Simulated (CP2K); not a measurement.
Zn:

```
Zn
1.0
     2.67000    0.00000    0.00000
    -1.33500    2.31229    0.00000
     0.00000    0.00000    4.96600
Zn
2
Direct
  0.66667 0.33333 0.75000
  0.33333 0.66667 0.25000
```

Base run:

- Program: CP2K 2026.2
- Functional: r2SCAN
- Potentials or basis: POTENTIAL_UZH Zn GTH-SCAN-q12; TZVP-MOLOPT-SCAN-GTH basis
- Density cutoff: 9184 eV
- k mesh: 11 × 11 × 6
- Occupations: fermi-dirac, width 0.05 eV
- Spin: no spin polarisation

Its results: band gap on the k mesh none (metal or under the smearing width); pressure -5.9 GPa.

**Question.** The run is repeated on the same cell with these changes: dispersion from none to D3(BJ)+ATM. What comes out?

**Answer.** Band gap on the k mesh none (metal or under the smearing width); pressure -7.4 GPa.

Dispersion adds attraction, which lowers the pressure at fixed volume and, as a term added to the energy, leaves the levels alone.

Caveats: the basis of atomic orbitals isn't converged, which shifts pressures, moduli and gaps; pairwise dispersion overbinds metals, which lowers pressure and volume (some runs).
